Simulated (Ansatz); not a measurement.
## Calculated field gradients at the nuclei for SnO under strain

The cell is an entry of the Crystallography Open Database (COD), relaxed with PBE at fixed cell and then changed (z compressed by 3 %, ions relaxed).

```
Sn O
1.0
     2.50000   -2.86000    0.00000
     2.50000    2.86000    0.00000
     0.00000    0.00000   10.78640
Sn O
4 4
Direct
  0.00001 0.99999 0.98890
  0.99999 0.00001 0.48890
  0.49987 0.50013 0.26810
  0.50013 0.49987 0.76810
  0.99999 0.49997 0.37850
  0.00001 0.50003 0.87850
  0.50003 0.00001 0.37850
  0.49997 0.99999 0.87850
```

Atom numbers follow the list; atoms alike are taken as one site, whose name carries the number of the first.

Level of theory: DFT, PBE, plane waves and PAW, scalar-relativistic, 420 eV cutoff, Γ-centred 8×8×3 k-points, Fermi–Dirac smearing 0.02 eV (Ansatz 0.2.0).

Conventions: |V_zz| ≥ |V_yy| ≥ |V_xx|, η = (V_xx − V_yy)/V_zz, C_Q = eQV_zz/h. ν_Q = 3|C_Q|/[2I(2I − 1)].

O-17: I = 5/2, Q = -25.58 mb. Quadrupole moments are those of Pyykkö's year-2017 table.

```
site  atoms (order as listed)     first shell  C_Q (MHz)     η  ν_Q (MHz)
   O               5, 6, 7, 8  4 Sn at 2.24 Å       3.09  0.43      0.464
```

Sn has no stable isotope with a ground-state quadrupole moment in the table, so these sites are left out.

Without spin–orbit coupling (the program notes it for Sn) the gradients can shift somewhat, as the gap is small. With a gap of 0.4 eV on this mesh, the gradients can still move by some per cent as the k-mesh gets denser. The database positions were far from equilibrium, so the relaxed structure may not be the compound's real one.
